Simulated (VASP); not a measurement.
# Al (Fm-3m) in VASP: notebook

The runs below take Al through single point, with PBE.

All numbers are computed with VASP 6.6.1; they aren't measurements. Logs are shortened: lines on timing, memory, paths and dates and some standing lists are left out, and cuts for length are marked.

## 1. The structure

It takes space group Fm-3m (No. 225, cubic). The conventional cell has a = 4.050 Å, b = 4.050 Å, c = 4.050 Å, α = 90.00°, β = 90.00°, γ = 90.00°. Around Al (site symmetry m-3m) lie 12 Al at 2.86 Å.

## 2. Single point, PBE

File INCAR:

```
SYSTEM = Al
PREC = Accurate
ENCUT = 400
EDIFF = 1E-7
ISMEAR = -5
SIGMA = 0.15
LREAL = .False.
LASPH = .True.
NELM = 100
ALGO = Normal
ISIF = 2
LWAVE = .False.
LCHARG = .False.
GGA = PE
NBANDS = 8
ADDGRID = .False.
```

File KPOINTS:

```
regular mesh
0
Gamma
  15 15 15
  0 0 0
```

File POSCAR:

```
Al
1.0
   -0.0142710000      2.0302060000      1.9470980000
    2.0319350000     -0.0386130000      1.9714400000
    2.0296090000      2.0522230000     -0.0362870000
Al
1
Direct
    0.0259050000     -0.0062880000     -0.0081470000
```

Potentials or basis: VASP PAW PBE potentials, release 64 (Al).

Launch:

```console
> cat potpaw_PBE.64/Al/POTCAR > POTCAR
> mpirun -np 1 vasp_std > vasp.out
```

OUTCAR:

```text
SYSTEM = Al
   PREC = Accurate
   ENCUT = 400
   EDIFF = 1E-7
   ISMEAR = -5
   LREAL = .False.
   LASPH = .True.
   NELM = 100
   ISIF = 2
   GGA = PE

 Found   1688 irreducible k-points:

 Following reciprocal coordinates:
            Coordinates               Weight
  0.000000  0.000000  0.000000      1.000000
  0.066667  0.000000  0.000000      2.000000
  0.133333 -0.000000 -0.000000      2.000000
  0.200000  0.000000 -0.000000      2.000000
  0.266667 -0.000000 -0.000000      2.000000
  0.333333  0.000000 -0.000000      2.000000
   k-points           NKPTS =   1688   k-points in BZ     NKDIM =   1688   number of bands    NBANDS=      8
   number of dos      NEDOS =    301   number of ions     NIONS =      1
   total plane-waves  NPLWV =   6480
   dimension x,y,z NGX =    18 NGY =   18 NGZ =   20
   dimension x,y,z NGXF=    36 NGYF=   36 NGZF=   40
   ions per type =               1
   NGX,Y,Z   is equivalent  to a cutoff of  10.64, 10.57, 11.52 a.u.
   NGXF,Y,Z  is equivalent  to a cutoff of  21.28, 21.14, 23.04 a.u.
 SYSTEM =  Al
   PREC   = accura    normal or accurate (medium, high low for compatibility)
   ISTART =      0    job   : 0-new  1-cont  2-samecut
   ICHARG =      2    charge: 1-file 2-atom 10-const
   ISPIN  =      1    spin polarized calculation?
   LNONCOLLINEAR =      F non collinear calculations
   LSORBIT =      F    spin-orbit coupling
   LASPH  =      T    aspherical Exc in radial PAW
   ENCUT  =  400.0 eV  29.40 Ry    5.42 a.u.   4.59  4.62  4.71*2*pi/ulx,y,z
   NELM   =    100;   NELMIN=  2; NELMDL= -5     # of ELM steps
   EDIFF  = 0.1E-06   stopping-criterion for ELM
   LREAL  =      F    real-space projection
   EDIFFG = 0.1E-05   stopping-criterion for IOM
   NSW    =      0    number of steps for IOM
   IBRION =     -1    ionic relax: 0-MD 1-quasi-New 2-CG
   NFREE  =      0    steps in history (QN), initial steepest desc. (CG)
   ISIF   =      2    stress and relaxation
   ISYM   =      2    0-nonsym 1-usesym 2-fastsym
   POTIM  = 0.5000    time-step for ionic-motion
   TEBEG  =    0.0;   TEEND  =   0.0 temperature during run
   PSTRESS=    0.0 pullay stress
   NELECT =       3.0000    total number of electrons
   NUPDOWN=      -1.0000    fix difference up-down
   EMIN   =  10.00;   EMAX   =-10.00  energy-range for DOS
   EFERMI =   0.00;   METHOD = LEGACY
   ISMEAR =    -5;   SIGMA  =   0.15  broadening in eV -4-tet -1-fermi 0-gaus
   EFERMI_NEDOS =   21; number of points for ismear=-14 and -15
   IALGO  =     38    algorithm
   IMIX   =      4    mixing-type and parameters
     AMIX     =   0.40;   BMIX     =  1.00
     AMIX_MAG =   1.60;   BMIX_MAG =  1.00
  volume/ion in A,a.u.               =      16.60       112.04
  Fermi-wavevector in a.u.,A,eV,Ry     =   0.925526  1.748991 11.654732  0.856599
  Thomas-Fermi vector in A             =   2.051390
   LORBIT       =      0    0 simple, 1 ext, 2 COOP (PROOUT), +10 PAW based schemes
   GGA     = PE    functional components
   LHFCALC =     F    Hartree Fock is set to
   AEXX    =    0.0000 exact exchange contribution
   IVDW    =     0    specifies the selected vdW correction
   LEPSILON=     F    determine dielectric tensor
   LRPA    =     F    only Hartree local field effects (RPA)
 non-spin polarized calculation
 Fermi weights with tetrahedron method with Bloechl corrections
  energy-cutoff  :      400.00
  volume of cell :       16.60
 maximum number of plane-waves:       312
   NGX =  9   NGY =  9   NGZ =  9

 number of electron       3.0000000 magnetization

 Free energy of the ion-electron system (eV)
  ---------------------------------------------------
  ext. energy  EPLUGINS =         0.00000000
  ---------------------------------------------------
  free energy    TOTEN  =        -3.73934349 eV

  energy without entropy =       -3.73934349  energy(sigma->0) =       -3.73934349

 E-fermi :   7.9679     XC(G=0): -10.1739

 val. band max:        8.1898553576   @ k =  -0.2000   0.4667   0.2667
 cond. band min:       7.6979654335   @ k =  -0.2667   0.4000   0.3333
 fundamental gap:     -0.4918899241
 Fermi energy:         7.9678984518

 k-point     1 :       0.0000    0.0000    0.0000
  band No.  band energies     occupation
      1      -3.1564      2.00000
      2      20.0471      0.00000
      3      20.4277      0.00000
      4      21.1370      0.00000
      5      21.4457      0.00000
      6      21.8563      0.00000
      7      22.4950      0.00000
      8      24.5333      0.00000

 k-point     2 :       0.0667    0.0000    0.0000
  band No.  band energies     occupation
      1      -3.0347      2.00000
      2      18.7375      0.00000
      3      19.6685      0.00000
      4      20.3633      0.00000
      5      22.0557      0.00000
      6      22.4197      0.00000
      7      23.1386      0.00000
      8      25.7885      0.00000

 k-point     3 :       0.1333   -0.0000   -0.0000
  band No.  band energies     occupation
      1      -2.6701      2.00000
      2      16.0773      0.00000
      3      19.0488      0.00000
      4      19.7229      0.00000
      5      22.5058      0.00000
      6      23.1313      0.00000
      7      23.9390      0.00000
      8      24.8629      0.00000

 k-point     4 :       0.2000    0.0000   -0.0000
  band No.  band energies     occupation
      1      -2.0647      2.00000
      2      13.4254      0.00000
      3      18.5682      0.00000
      4      19.2539      0.00000
      5      22.3043      0.00000
      6      22.8835      0.00000
      7      23.8651      0.00000
      8      25.1405      0.00000

 k-point     5 :       0.2667   -0.0000   -0.0000
  band No.  band energies     occupation
      1      -1.2213      2.00000
      2      10.9064      0.00000
      3      18.2658      0.00000
      4      18.9821      0.00000
      5      21.6727      0.00000
      6      22.1727      0.00000
      7      22.7512      0.00000
      8      26.4131      0.00000

 k-point     6 :       0.3333    0.0000   -0.0000
  band No.  band energies     occupation
      1      -0.1442      2.00000
      2       8.5589      0.26909
      3      18.1538      0.00000
      4      18.9127      0.00000
      5      20.6080      0.00000
      6      21.6371      0.00000
      7      22.1718      0.00000
      8      25.2711      0.00000

 [... further k-points ...]

------------------------ aborting loop because EDIFF is reached ----------------------------------------

  FORCE on cell =-STRESS in cart. coord.  units (eV):
  Direction    XX          YY          ZZ          XY          YZ          ZX
  --------------------------------------------------------------------------------------
  -------------------------------------------------------------------------------------
  Total       -0.1160053     -0.1492991      0.0267164      0.0119780      0.0961034      0.0222378
  in kB      -11.1946019    -14.4074818      2.5781574      1.1558831      9.2740588      2.1459676
  external PRESSURE =      -7.6746421 kB  Pullay stress =       0.0000000 kB

 VOLUME and BASIS-vectors are now :
 -----------------------------------------------------------------------------
  energy-cutoff  :      400.00
  volume of cell :       16.60
      direct lattice vectors                 reciprocal lattice vectors
    -0.014271000  2.030206000  1.947098000    -0.243600396  0.245440565  0.255882689
     2.031935000 -0.038613000  1.971440000     0.245113160 -0.237992671  0.249947439
     2.029609000  2.052223000 -0.036287000     0.245598817  0.239991210 -0.248434673

 POSITION                                       TOTAL-FORCE (eV/Angst)
 -----------------------------------------------------------------------------------
      4.03186      2.04973      1.97349         0.000000      0.000000     -0.000000
 -----------------------------------------------------------------------------------
    total drift:                               -0.000001     -0.000004     -0.000001

  FREE ENERGIE OF THE ION-ELECTRON SYSTEM (eV)
  ---------------------------------------------------
  free  energy   TOTEN  =        -3.7393434913 eV

  energy  without entropy=       -3.7393434913  energy(sigma->0) =       -3.73934349
```

Wall time 52 s (1 thread of Intel Xeon 6975P-C (Granite Rapids), shared host); peak memory 0.24 GiB.

These settings aren't checked as converged: the numbers below hold their error.

Results:

* Free energy: -3.7393 eV
* Pressure: -0.8 GPa
* Band gap on the k mesh: none (metal or under the smearing width)

Caveat: tetrahedron occupations give inexact forces and stress in metals.

## 3. Single point, PBE

INCAR: that of step 2 with these lines changed.

```diff
@@ -4,3 +4,3 @@
 EDIFF = 1E-7
-ISMEAR = -5
+ISMEAR = 0
 SIGMA = 0.15
```

KPOINTS is that of step 2.

File POSCAR:

```
Al
1.0
    0.0000000000      2.0248050000      2.0248050000
    2.0248050000      0.0000000000      2.0248050000
    2.0248050000      2.0248050000      0.0000000000
Al
1
Direct
    0.0000000000      0.0000000000      0.0000000000
```

Potentials or basis: VASP PAW PBE potentials, release 64 (Al).

Launch:

```console
> cat potpaw_PBE.64/Al/POTCAR > POTCAR
> mpirun -np 1 vasp_std > vasp.out
```

It took 5.6 s on 1 thread of Intel Xeon 6975P-C (Granite Rapids), shared host; peak memory 0.12 GiB.

The run converged, but some of its settings lie outside the range that counts as converged, so its numbers aren't taken as properties of the crystal.

Results:

| Property | Result |
| --- | --- |
| Free energy | -3.7476 eV |
| Pressure | -0.6 GPa |
| Band gap on the k mesh | none (metal or under the smearing width) |

## 4. Single point, PBE

INCAR is that of step 3.

KPOINTS is that of step 3.

File POSCAR:

```
Al
1.0
   -0.0142710000      2.0302060000      1.9470980000
    2.0319350000     -0.0386130000      1.9714400000
    2.0296090000      2.0522230000     -0.0362870000
Al
1
Direct
    0.0259050000     -0.0062880000     -0.0081470000
```

Launch:

```console
> cat potpaw_PBE.64/Al/POTCAR > POTCAR
> mpirun -np 1 vasp_std > vasp.out
```

Wall time 55 s (1 thread of Intel Xeon 6975P-C (Granite Rapids), shared host); peak memory 0.22 GiB.

These settings aren't checked as converged: the numbers below hold their error.

Results:

```
Free energy            : -3.7426 eV
Pressure               : -0.4 GPa
Band gap on the k mesh : none (metal or under the smearing width)
```

## 5. Single point, PBE

INCAR: that of step 4 with these lines changed.

```diff
@@ -4,3 +4,3 @@
 EDIFF = 1E-7
-ISMEAR = 0
+ISMEAR = 1
 SIGMA = 0.15
```

KPOINTS is that of step 4.

File POSCAR:

```
Al
1.0
    0.0000000000      2.0248050000      2.0248050000
    2.0248050000      0.0000000000      2.0248050000
    2.0248050000      2.0248050000      0.0000000000
Al
1
Direct
    0.0000000000      0.0000000000      0.0000000000
```

Launch:

```console
> cat potpaw_PBE.64/Al/POTCAR > POTCAR
> mpirun -np 1 vasp_std > vasp.out
```

Wall time 4.8 s (1 thread of Intel Xeon 6975P-C (Granite Rapids), shared host); peak memory 0.12 GiB.

These settings aren't checked as converged: the numbers below hold their error.

What came out:

```
Free energy            : -3.7450 eV
Pressure               : -0.7 GPa
Band gap on the k mesh : none (metal or under the smearing width)
```

## 6. The reference run

An earlier run on the cell as given: functional PBE; potentials or basis VASP PAW PBE potentials, release 64 (Al); cutoff 520 eV; k mesh 11 × 11 × 11; occupations fermi-dirac, width 0.05 eV; no spin polarisation.

- Pressure: -0.5 GPa
- Band gap on the k mesh: none (metal or under the smearing width)
